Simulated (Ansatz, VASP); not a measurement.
# Al27N26 (V_N): VASP beside Ansatz, part 2 of 2

Wanted: the spread between two codes on one cell, functional and k mesh. Of the first pair: The cell is taken from a series of runs on this material, whose earlier steps may have relaxed, scaled, displaced or heated it; both programs get it as it stands.

VASP 6.6.1 and Ansatz 0.2.0.

So far. Step 3 (VASP: single point, r2SCAN, pair 1): The run ends at a pressure of 25.22 GPa, with forces up to 0.34 eV/Å.

## (5) Ansatz: relaxation, r2SCAN

Level of this step: Ansatz beside VASP: Kohn-Sham DFT, plane waves, r2SCAN (Ansatz).

The two programs are compared at the cell with which this relaxation starts, whose forces are those of its first step.

The structure compared here is the start of the Ansatz relaxation; VASP solves that cell, so the two are compared at the walk's first step.

File input.yaml:

```yaml
crystal:
  lattice:
    - [0.0, 2.11918806, 2.11918806]
    - [2.11918806, 0.0, 2.11918806]
    - [2.11918806, 2.11918806, 0.0]
  atoms:
    - { symbol: Al, position: [0.0, 0.0, 0.0] }
    - { symbol: "N", position: [0.25, 0.25, 0.25] }
  supercell: [3, 3, 3]
  defects: [{ vacancy: 27 }]
total_charge: 3
basis:
  ecutwfc: 500
  xc_grid: 2
hamiltonian:
  xc: r2scan
  pseudopotentials: { kind: paw, azcp: { folder: soft_1 } }
kpoints:
  mp_grid: { grid: [1, 1, 1], shift: [0.25, 0.25, 0.25] }
scf:
  occupations: { method: fermi_dirac, width: 0.01 }
  max_iter: 100
output:
  forces: true
  charged_corrections: { epsilon: 4.64, static_epsilon: 8.51 }
relax:
  f_tol: 0.02
  max_steps: 80
  random_displacement: { amplitude: 0.05, seed: 7206 }
checkpoint:
  write: "../qp3.relax_smeared.run"
  compress: false
  write_wavefunctions: true
  write_every: 100000
```

Command:

```
$ ansatz run input.yaml --threads 4 --pin off --max-ram 7536MiB --backend cpu --events-out ev --progress --plain --runs-dir out
```

Numbers of over 12 decimals in the logs are rounded to 6 here.

The log of the run:

```text
[...]
Crystal: 53 atoms, lattice volume = 513.928 Å³
Basis set: ecut = 500 eV, 13107 PW (Γ), exchange–correlation on 144×144×144 points (8 copies of the dense FFT grid, shifted against one another)
Bands: 157, of which v1, the nominal top of the filled ones, is band 104 counted from 1 (103 counted from 0)
Symmetry: 1 space group operations
k-points: 1
[...]
SCF iter   1: F=—  HF=-24741.070067 eV  |F-HF|=—  |Δ(HF+E_count)|=         —  Δρ=1.68e-1  dr2=1.85e2  dr2_τ=1.88e1  ethr=3.10e-3  ⟨swp⟩=6.0  Hψ=690  notcnv=0  defer=25
[...]
- { symbol: Al, position: [-0.00101189, 0.669004, 0.330638] }
    - { symbol: N, position: [0.083658, 0.747589, 0.418146] }
[...]
- { symbol: Al, position: [0.669899, 0.331040, 0.668443] }
    - { symbol: N, position: [0.751049, 0.417345, 0.749617] }
    - { symbol: Al, position: [0.669746, 0.668829, -0.00254934] }
    - { symbol: N, position: [0.751000, 0.750057, 0.083210] }
    - { symbol: Al, position: [0.669879, 0.668951, 0.330528] }
    - { symbol: N, position: [0.751030, 0.750089, 0.416866] }
    - { symbol: Al, position: [0.667663, 0.666752, 0.666241] }
    - { symbol: N, position: [0.750934, 0.749995, 0.749521] }
```

## (6) VASP: single point, r2SCAN, start cell, pair 2

The same cell, functional, mesh and smearing now go to VASP, with its own data sets.

File INCAR:

```
SYSTEM = Al27N26
PREC = Accurate
ENCUT = 580
EDIFF = 1E-06
NELM = 120
ISMEAR = -1
SIGMA = 0.01
LREAL = Auto
ALGO = Normal
METAGGA = R2SCAN
LASPH = .TRUE.
NELECT = 208
NBANDS = 144
LORBIT = 11
LWAVE = .FALSE.
LCHARG = .FALSE.
ISIF = 2
ISYM = 0
GGA_COMPAT = .FALSE.
EFERMI = MIDGAP
LMIXTAU = .TRUE.
NCORE = 2
```

File POSCAR:

```
Al27N26
1.0
    0.0000000000      6.3575641672      6.3575641672
    6.3575641672      0.0000000000      6.3575641672
    6.3575641672      6.3575641672      0.0000000000
Al N
27 26
Direct
    0.9972498115      0.9953287927      0.0052808747
    0.0045242170      0.0016890117      0.3271259157
    0.0029347718      0.0043488354      0.6610498753
    0.0061636028      0.3316077423      0.9954319769
    0.0065171186      0.3297489329      0.3329235764
    0.0034285930      0.3324868526      0.6701738886
    0.9959917038      0.6628835965      0.0031463308
    0.0031666216      0.6706521378      0.3320337702
    0.0037111698      0.6698068455      0.6605254606
    0.3275340123      0.9995396822      0.0051811510
    0.3394506045      0.0007329851      0.3303733859
    0.3324585398      0.0064808626      0.6625649996
    0.3399194948      0.3324180369      0.9980470508
    0.3373124429      0.3271274100      0.3328615244
    0.3376481060      0.3360045520      0.6655922597
    0.3357218180      0.6645842478      0.0049344370
    0.3359055361      0.6673408067      0.3366857091
    0.3350077080      0.6719024594      0.6612419300
    0.6671489880      0.0016898768      0.0042244953
    0.6689789341      0.9995170320      0.3271937876
    0.6692523092      0.0042290568      0.6606076462
    0.6647359569      0.3310438471      0.0067993808
    0.6713893699      0.3274220983      0.3325312878
    0.6611190842      0.3378256111      0.6694681938
    0.6626319278      0.6702716462      0.9961847023
    0.6614407483      0.6705865467      0.3370131930
    0.6657479010      0.6729169989      0.6620350010
    0.0887296589      0.0834597160      0.0835271947
    0.0822406170      0.0822643683      0.4124005564
    0.0774740116      0.0830807187      0.7551510097
    0.0892607585      0.4155550665      0.0835604622
    0.0816301631      0.4209090038      0.4110536569
    0.0819340531      0.4119511705      0.7499781166
    0.0856887930      0.7437519899      0.0874808316
    0.0815194289      0.7515763702      0.4220792633
    0.0786504842      0.7479653174      0.7507876247
    0.4201582445      0.0876829530      0.0794257025
    0.4148222386      0.0800992309      0.4233948615
    0.4113497609      0.0830866172      0.7557856081
    0.4214540238      0.4119186108      0.0861762439
    0.4195419708      0.4128507288      0.7460781952
    0.4198832965      0.7463057981      0.0879163757
    0.4187485065      0.7527465511      0.4186295930
    0.4105375788      0.7548307612      0.7504171212
    0.7509361879      0.0882496795      0.0835439464
    0.7541722543      0.0861879622      0.4107441830
    0.7452130840      0.0894885187      0.7495567288
    0.7505906939      0.4150914455      0.0784154885
    0.7542929767      0.4168206455      0.4185365543
    0.7490994782      0.4124367338      0.7486930332
    0.7536406042      0.7507687496      0.0767533740
    0.7567844969      0.7479040518      0.4138537859
    0.7556319329      0.7445124226      0.7498575515
```

File KPOINTS:

```
Points of the shifted mesh
1
Reciprocal
 0.2500000000  0.2500000000  0.2500000000 1
```

Potentials, in the order of the species: Al and N (PBE family, release 64).

Command:

```
$ mpirun -np 8 vasp_std
```

The log of the run:

```text
[banner, memory and clock lines left out]
running    8 mpi-ranks, on    1 nodes
[...]
[... a notice as in an earlier step ...]

 LDA part: xc-table for (None), standard interpolation
 POSCAR, INCAR and KPOINTS ok, starting setup
[...]
entering main loop
       N       E                     dE             d eps       ncg     rms          rms(c)
DAV:   1     0.803584227615E+03    0.80358E+03   -0.10722E+05   288   0.148E+03
DAV:   2    -0.535313375848E+03   -0.13389E+04   -0.12601E+04   360   0.302E+02
DAV:   3    -0.636726916022E+03   -0.10141E+03   -0.10049E+03   344   0.895E+01
DAV:   4    -0.638110731163E+03   -0.13838E+01   -0.13812E+01   336   0.112E+01
DAV:   5    -0.638132880906E+03   -0.22150E-01   -0.22137E-01   344   0.135E+00BRMIX: very serious problems
 the old and the new charge density differ
 old charge density:   211.00000 new  208.00000
    0.488E+01
DAV:   6    -0.533948794295E+03    0.10418E+03   -0.21553E+02   328   0.341E+01    0.221E+01
DAV:   7    -0.515725267422E+03    0.18224E+02   -0.11007E+01   328   0.111E+01    0.131E+01
DAV:   8    -0.517504920857E+03   -0.17797E+01   -0.70032E+00   320   0.102E+01    0.759E+00
DAV:   9    -0.514169555185E+03    0.33354E+01   -0.14458E+00   320   0.549E+00    0.375E+00
[...]
DAV:  21    -0.518983270040E+03   -0.42161E-05   -0.77394E-06   304   0.121E-02    0.412E-03
DAV:  22    -0.518983273140E+03   -0.30995E-05   -0.36725E-06   272   0.824E-03    0.234E-03
DAV:  23    -0.518983273151E+03   -0.10994E-07   -0.38842E-07   192   0.261E-03
   1 F= -.51898327E+03 E0= -.51897068E+03  d E =-.251792E-01
```

OUTCAR, selected parts (step 6):

```text
  Total       43.4219034     40.5826427     42.7953781      6.0390385      3.6205196     -1.3470791
  in kB      135.3683661    126.5169328    133.4151651     18.8267834     11.2870184     -4.1995372
  external PRESSURE =     131.7668213 kB  Pullay stress =       0.0000000 kB

 POSITION                                       TOTAL-FORCE (eV/Angst)
 -----------------------------------------------------------------------------------
      6.36144      6.37365     12.66795        -0.114431      0.531500      1.010959
      2.09046      2.10849      0.03950         0.268051      0.067144     -0.559022
      4.23032      4.22132      0.04631         0.213691     -0.169501     -1.132241
      8.43674      6.36771      2.14740         1.108411      0.340386     -0.387619
      4.21298      2.15802      2.13783         0.233111     -0.938166     -0.283341
      6.37448      4.28247      2.13560        -0.875504     -2.098730     -0.827058
      4.23433      6.35208     10.54641        -0.177024      0.628814      1.222018
      6.37464      2.13106      4.28385        -0.267304      0.374091     -0.664673
      8.45767      4.22293      4.28193         0.415834      0.702183     -1.722595
      6.38758      2.11526      8.43696        -0.633601      1.065679      1.346422
      2.10503      4.25845      2.16274         0.344405     -1.237924     -0.570590
      4.25350      6.32593      2.15483         0.957575      1.074187     -1.427625
      8.45852      8.50621      4.27443         0.391003     -0.716267     -0.219483
      4.19592      4.26067      4.22422         0.949753     -0.762314     -0.258669
[...]
-----------------------------------------------------------------------------------
    total drift:                                0.057163      0.031144      0.017687

  FREE ENERGIE OF THE ION-ELECTRON SYSTEM (eV)
  ---------------------------------------------------
  free  energy   TOTEN  =      -518.9832731506 eV

  energy  without entropy=     -518.9580939832  energy(sigma->0) =     -518.97068357

[... 1 part as in an earlier step ...]

[... 1 further part left out ...]
[key lines of the parts left out:]
E-fermi :   6.4716
```

The run ends at a pressure of 13.18 GPa, with forces up to 2.5 eV/Å.

## (7) Differences

Forces on 9 of the 53 atoms, those with the largest forces and the largest differences (eV/Å; atoms numbered as in POSCAR):

| atom | Ansatz x, y, z | VASP x, y, z |
| --- | --- | --- |
| Al6 | -0.856, -2.084, -0.820 | -0.876, -2.099, -0.827 |
| Al10 | -0.619, 1.043, 1.332 | -0.634, 1.066, 1.346 |
| Al12 | 0.951, 1.067, -1.417 | 0.958, 1.074, -1.428 |
| Al15 | -0.638, -0.729, -1.662 | -0.656, -0.754, -1.664 |
| Al26 | -1.760, 0.715, 0.976 | -1.767, 0.717, 0.986 |
| N32 | 0.302, 2.268, 0.506 | 0.314, 2.280, 0.504 |
| N33 | 0.404, 0.534, 2.384 | 0.420, 0.538, 2.408 |
| N35 | -1.721, -0.243, 1.156 | -1.737, -0.260, 1.165 |
| N41 | 1.825, -0.582, 0.747 | 1.859, -0.577, 0.763 |

The forces differ by 11 meV/Å r.m.s., which is 1.2 % of the r.m.s. force of 0.874 eV/Å (both taken over all components). The cell carries a charge of +3 e against a uniform background, so its pressure also hangs on how the neutralising background is counted, and in a defect's cell a gap may be the spacing between its levels.

## (8) Ansatz: relaxation, r2SCAN

The two programs are compared at the cell with which this relaxation starts, whose forces are those of its first step.

The structure compared here is the start of the Ansatz relaxation; VASP solves that cell, so the two are compared at the walk's first step.

input.yaml, the sections that differ from step 5:

```yaml
total_charge: -1
scf:
  occupations: { method: fixed }
  max_iter: 100
relax:
  f_tol: 0.02
  max_steps: 80
  random_displacement: { amplitude: 0.05, seed: 7202 }
checkpoint:
  write: "../qm1.relax.run"
  compress: false
  write_wavefunctions: true
  write_every: 100000
# crystal, basis, hamiltonian, kpoints, output: as in step 5
```

Command:

```
$ ansatz run input.yaml --threads 4 --pin off --max-ram 7536MiB --backend cpu --events-out ev --progress --plain --runs-dir out
```

The log of the run:

```text
[...]
Crystal: 53 atoms, lattice volume = 513.928 Å³
Basis set: ecut = 500 eV, 13107 PW (Γ), exchange–correlation on 144×144×144 points (8 copies of the dense FFT grid, shifted against one another)
Bands: 159, of which v1, the nominal top of the filled ones, is band 106 counted from 1 (105 counted from 0)
Symmetry: 1 space group operations
k-points: 1
[...]
SCF iter   1: F=—  HF=-24685.555796 eV  |F-HF|=—  |Δ(HF+E_count)|=         —  Δρ=1.44e-1  dr2=1.25e2  dr2_τ=1.64e1  ethr=3.10e-3  ⟨swp⟩=4.0  Hψ=513  notcnv=0  defer=51
[...]
- { symbol: Al, position: [0.0014825, 0.666783, 0.332358] }
    - { symbol: N, position: [0.093795, 0.744542, 0.414732] }
[...]
- { symbol: Al, position: [0.666933, 0.332930, 0.666942] }
    - { symbol: N, position: [0.749708, 0.416397, 0.751641] }
    - { symbol: Al, position: [0.664173, 0.663846, 0.00440712] }
    - { symbol: N, position: [0.749924, 0.749595, 0.084207] }
    - { symbol: Al, position: [0.664306, 0.663979, 0.335155] }
    - { symbol: N, position: [0.751365, 0.751048, 0.416595] }
    - { symbol: Al, position: [0.667053, 0.666745, 0.666981] }
    - { symbol: N, position: [0.751214, 0.750888, 0.750441] }
```

## (9) VASP: single point, r2SCAN, start cell, pair 3

The same cell, functional and mesh now go to VASP, with its own data sets.

INCAR: that of step 6 with these lines changed.

```diff
@@ -5,3 +5,3 @@
 NELM = 120
-ISMEAR = -1
+ISMEAR = 0
 SIGMA = 0.01
@@ -11,3 +11,3 @@
 LASPH = .TRUE.
-NELECT = 208
+NELECT = 212
 NBANDS = 144
```

File POSCAR:

```
Al27N26
1.0
    0.0000000000      6.3575641672      6.3575641672
    6.3575641672      0.0000000000      6.3575641672
    6.3575641672      6.3575641672      0.0000000000
Al N
27 26
Direct
    0.9960604409      0.9982112646      0.0065197926
    0.0041639375      0.9939150437      0.3359734080
    0.0022960051      0.9992799129      0.6606432730
    0.9968782069      0.3343849852      0.0059776038
    0.0013591684      0.3388931583      0.3282681771
    0.0052553933      0.3281194566      0.6647688311
    0.0024927786      0.6605253033      0.9994508903
    0.9977383634      0.6698302035      0.3376949793
    0.9996807740      0.6725671008      0.6614928909
    0.3276275229      0.0012736010      0.9992284781
    0.3330196824      0.9956085382      0.3396481645
    0.3334860560      0.0062063078      0.6647306876
    0.3379954089      0.3272096742      0.0016113876
    0.3332000974      0.3269577696      0.3366322295
    0.3341738194      0.3338243145      0.6605228653
    0.3279702643      0.6706307460      0.9978361209
    0.3358559102      0.6704802953      0.3333956912
    0.3370065081      0.6610686718      0.6703832455
    0.6660720818      0.0063359172      0.9955684285
    0.6670303891      0.9962231604      0.3396023136
    0.6687256138      0.0051895662      0.6645274651
    0.6685308065      0.3340995772      0.0038968541
    0.6660863168      0.3398042777      0.3314589432
    0.6651448399      0.3309020475      0.6638572398
    0.6628383748      0.6642496071      0.9998171469
    0.6652166441      0.6729472778      0.3329961671
    0.6713545295      0.6682825982      0.6605654917
    0.0812835681      0.0893696839      0.0787643643
    0.0882830256      0.0833449708      0.4106472119
    0.0840428796      0.0887470398      0.7443600844
    0.0781757741      0.4164105041      0.0892443214
    0.0885833765      0.4185624289      0.4114867630
    0.0874883816      0.4101951520      0.7510475513
    0.0843276585      0.7559746742      0.0805136191
    0.0848082671      0.7498096558      0.4106014397
    0.0794725758      0.7546448410      0.7531481986
    0.4233155072      0.0807860505      0.0824544568
    0.4176603539      0.0780552877      0.4153569560
    0.4207597328      0.0785351098      0.7536562548
    0.4141798542      0.4214596864      0.0783048329
    0.4200390165      0.4121397647      0.7544062276
    0.4165091268      0.7497152014      0.0891065328
    0.4156012319      0.7530601932      0.4107012421
    0.4131551693      0.7502009220      0.7469647769
    0.7459128804      0.0887530169      0.0799386348
    0.7474051972      0.0896513956      0.4127716891
    0.7462338366      0.0837716279      0.7562431733
    0.7526432882      0.4182334507      0.0765620271
    0.7500659647      0.4102801689      0.4205641390
    0.7547085446      0.4119678435      0.7529618065
    0.7504849931      0.7453383679      0.0893690547
    0.7525081736      0.7457025797      0.4133485610
    0.7557466781      0.7514920612      0.7468287972
```

KPOINTS is that of step 6.

Command:

```
$ mpirun -np 8 vasp_std
```

The log of the run:

```text
[... set-up lines as in an earlier step ...]
 entering main loop
       N       E                     dE             d eps       ncg     rms          rms(c)
DAV:   1     0.879446928138E+03    0.87945E+03   -0.11015E+05   288   0.151E+03
DAV:   2    -0.495232422570E+03   -0.13747E+04   -0.13026E+04   360   0.308E+02
DAV:   3    -0.602349913158E+03   -0.10712E+03   -0.10609E+03   344   0.945E+01
DAV:   4    -0.603932526555E+03   -0.15826E+01   -0.15788E+01   328   0.118E+01
DAV:   5    -0.603962517334E+03   -0.29991E-01   -0.29973E-01   352   0.146E+00BRMIX: very serious problems
 the old and the new charge density differ
 old charge density:   211.00000 new  212.00000
    0.493E+01
DAV:   6    -0.499436897934E+03    0.10453E+03   -0.23280E+02   336   0.354E+01    0.220E+01
DAV:   7    -0.479406948755E+03    0.20030E+02   -0.10991E+01   328   0.104E+01    0.124E+01
DAV:   8    -0.500389685870E+03   -0.20983E+02   -0.22779E+01   312   0.124E+01    0.790E+00
DAV:   9    -0.480362404475E+03    0.20027E+02   -0.10213E+01   304   0.947E+00    0.115E+00
[...]
DAV:  23    -0.483940794564E+03   -0.10465E-05   -0.24362E-06   224   0.626E-03    0.144E-02
DAV:  24    -0.483940791970E+03    0.25935E-05   -0.21422E-06   192   0.527E-03    0.572E-03
DAV:  25    -0.483940791055E+03    0.91512E-06   -0.21418E-06   168   0.467E-03
   1 F= -.48394079E+03 E0= -.48394079E+03  d E =0.000000E+00
```

From OUTCAR (step 9):

```text
  Total       87.4139275     86.2525477     87.7477414      0.4182929      3.4564955      5.6769040
  in kB      272.5140910    268.8934740    273.5547604      1.3040338     10.7756711     17.6978242
  external PRESSURE =     271.6541085 kB  Pullay stress =       0.0000000 kB

 POSITION                                       TOTAL-FORCE (eV/Angst)
 -----------------------------------------------------------------------------------
      6.38764      6.37397     12.67871        -0.368875     -1.730310      0.968098
      8.45485      2.16244      6.34535         0.522443     -1.718785      0.740579
     10.55307      4.21468      6.36758         1.562381      0.257527      0.107219
      2.16388      6.37572      8.46359        -1.113250     -0.743471      0.887525
      4.24152      2.09563      2.16318         0.648159      1.125524     -1.210081
      6.31235      4.25972      2.11945         0.711332     -0.579192      0.851792
     10.55341      6.36992      4.21518         1.689758     -0.568657      0.495231
      6.40541      8.49010     10.60167        -2.448972     -0.654384     -0.055721
      8.48137     10.56102     10.63142        -0.865805      2.006332     -0.319545
      6.36076      8.43557      2.09101         0.343481      1.282590      0.789199
      8.48898      4.27653      8.44684        -0.916675     -1.035636      1.133132
      4.26553      6.34623      2.15962        -0.324350     -0.369801     -0.492357
      2.09050      2.15907      4.22908         0.591130     -0.434168     -0.274735
      4.21882      4.25850      4.19700        -0.275831      0.619820      1.254756
[...]
-----------------------------------------------------------------------------------
    total drift:                                0.023175      0.001326      0.028913

  FREE ENERGIE OF THE ION-ELECTRON SYSTEM (eV)
  ---------------------------------------------------
  free  energy   TOTEN  =      -483.9407910549 eV

  energy  without entropy=     -483.9407910549  energy(sigma->0) =     -483.94079105

[... 1 part as in an earlier step ...]

[... 1 further part left out ...]
[key lines of the parts left out:]
E-fermi :  11.2657
```

The run ends at a pressure of 27.17 GPa, with forces up to 2.5 eV/Å.

## (10) Side by side

What differs besides the data sets and the points named for the pairs above, as far as they apply: fixed occupations in Ansatz, narrow Gaussian smearing in VASP. Total energies have different zeros and are not compared.

Forces on 9 of the 53 atoms, those with the largest forces and the largest differences (eV/Å; atoms numbered as in POSCAR):

| atom | Ansatz x, y, z | VASP x, y, z |
| --- | --- | --- |
| Al8 | -2.441, -0.646, -0.049 | -2.449, -0.654, -0.056 |
| Al9 | -0.866, 1.996, -0.327 | -0.866, 2.006, -0.320 |
| Al17 | -0.959, 1.358, -1.547 | -0.961, 1.352, -1.566 |
| Al19 | -0.504, 1.754, -1.172 | -0.503, 1.772, -1.177 |
| Al26 | -1.494, -0.346, -1.874 | -1.487, -0.343, -1.895 |
| N30 | -0.673, 1.120, -1.638 | -0.681, 1.135, -1.661 |
| N31 | -1.548, 0.196, 1.205 | -1.571, 0.196, 1.226 |
| N43 | 1.524, 1.725, 0.270 | 1.537, 1.756, 0.265 |
| N47 | -1.701, -0.423, 1.286 | -1.721, -0.428, 1.302 |

The forces differ by 11 meV/Å r.m.s., which is 1.1 % of the r.m.s. force of 0.981 eV/Å (both taken over all components). The cell carries a charge of -1 e against a uniform background, so its pressure also hangs on how the neutralising background is counted, and in a defect's cell a gap may be the spacing between its levels.

## (11) Results

```json
{"r.m.s. force difference (single point, r2SCAN, pair 1)": "4.3 meV/Å", "r.m.s. force difference (single point, r2SCAN, start cell, pair 2)": "1.2 % of the r.m.s. force", "r.m.s. force difference (single point, r2SCAN, start cell, pair 3)": "1.1 % of the r.m.s. force"}
```

The r.m.s. force difference is 1.2 % of the r.m.s. force (single point, r2SCAN, start cell, pair 2), within the 3 % picked in this series as the mark of a large difference. 2 further runs of this series are not shown here. How closely two codes agree says nothing of how well the functional describes the real material.

[Lines on the potential files, build, host, timing and source positions are cut from VASP's logs without a mark.]

[Logs are printed without paths, hosts, clocks, repeated set-up lines and the standing remarks that a program may print on its own settings, such as how far it seeks lower states.]

[Hosts, paths, dates, database ids (printed as entryN), source tags and the programs' standing remarks are cut or masked in the printed files.]
